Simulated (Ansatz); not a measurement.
# SiC (Fm-3m): compression over a wide range

The task here is to estimate one member of a computed series from the others.

Computed with Ansatz 0.2.0 (DFT r²SCAN, scalar-relativistic, plane waves, PAW, unless a step's input says otherwise).

## The starting structure

It takes space group Fm-3m (No. 225, cubic). The conventional cell has a = 4.026 Å, b = 4.026 Å, c = 4.026 Å, α = 90.00°, β = 90.00°, γ = 90.00°. Around C (site symmetry m-3m) lie 6 Si at 2.01 Å. Si (site symmetry m-3m) has 6 C at 2.01 Å as nearest neighbours.

Structure file:

```cif
data_structure
_symmetry_space_group_name_H-M 'Fm-3m'
_symmetry_Int_Tables_number 225
_cell_length_a 4.0257
_cell_length_b 4.0257
_cell_length_c 4.0257
_cell_angle_alpha 90.000
_cell_angle_beta 90.000
_cell_angle_gamma 90.000
_cell_volume 65.24
loop_
_atom_site_label
_atom_site_type_symbol
_atom_site_symmetry_multiplicity
_atom_site_Wyckoff_symbol
_atom_site_fract_x
_atom_site_fract_y
_atom_site_fract_z
_atom_site_occupancy
C1 C 4 a 0.00000 0.00000 0.00000 1
Si1 Si 4 b 0.50000 0.00000 0.00000 1
```

This cell comes from an earlier session at r²SCAN: 8.155 Å³/atom at -0.02 GPa, on a 18×18×18 mesh.

The first run:

Input file input.yaml:

```yaml
crystal:
  lattice:
    - [0.0, 1.9856565323, 1.9856565323]
    - [1.9856565323, 0.0, 1.9856565323]
    - [1.9856565323, 1.9856565323, 0.0]
  atoms:
    - { symbol: C, position: [0.0, 0.0, 0.0] }
    - { symbol: Si, position: [0.5, 0.5, 0.5] }
basis:
  ecutwfc: 500
  ecutrho_ratio: 4
kpoints:
  mp_grid: { grid: [20, 20, 20] }
hamiltonian:
  xc: r2scan
scf:
  occupations: { method: gaussian, width: 0.05 }
output:
  forces: true
  stress: true
  eigenvalues: true
```

The run is started by

```bash
> ansatz run input.yaml --threads 1 --pin off --max-ram 2560MiB --backend cpu --events-out ev --progress --plain --runs-dir out
```

Among the steps run: Volume × 0.96; Volume × 1.04; Volume × 0.92; Volume × 0.88; Volume × 0.84; Volume × 0.8; Volume × 0.76; Volume × 0.72.

One table of the session follows, with a row left open; its other results are not shown here.

| volume (Å³/atom) | energy above the lowest (meV/atom) | pressure (GPa) | gap on the mesh (eV) |
| --- | --- | --- | --- |
| 5.872 | 963.6 | 178.3 | 1.07 |
| 6.198 | ? | ? | ? |
| 6.524 | 412.1 | 98.3 | 1.23 |
| 6.850 | 242.2 | 69.5 | 0.79 |
| 7.177 | 125.3 | 46.1 | 0.38 |
| 7.503 | 51.4 | 27.2 | 0.01 |
| 7.829 | 12.1 | 12.2 | 0.00 |
| 8.155 | 0.0 | 0.0 | 0.00 |
| 8.482 | 9.5 | -9.2 | 0.00 |

**Question.** Estimate the row for volume (Å³/atom) = 6.198.

Worked estimate for «energy above the lowest (meV/atom)». A straight line through the neighbours (5.872, 963.6) and (6.524, 412.1) gives 963.6 + (412.1 − 963.6) × (6.198 − 5.872) / (6.524 − 5.872) = 687.8; a parabola fitted to 3 rows on both sides gives 652.6.

**Answer.** energy above the lowest (meV/atom): 647.3; pressure (GPa): 134.0; gap on the mesh (eV): 1.41. In «energy above the lowest (meV/atom)» the line misses by +40.5 and the parabola by +5.3.

Limits of these values: The k mesh is not the same at all volumes. Other structures may be lower in enthalpy at these pressures.
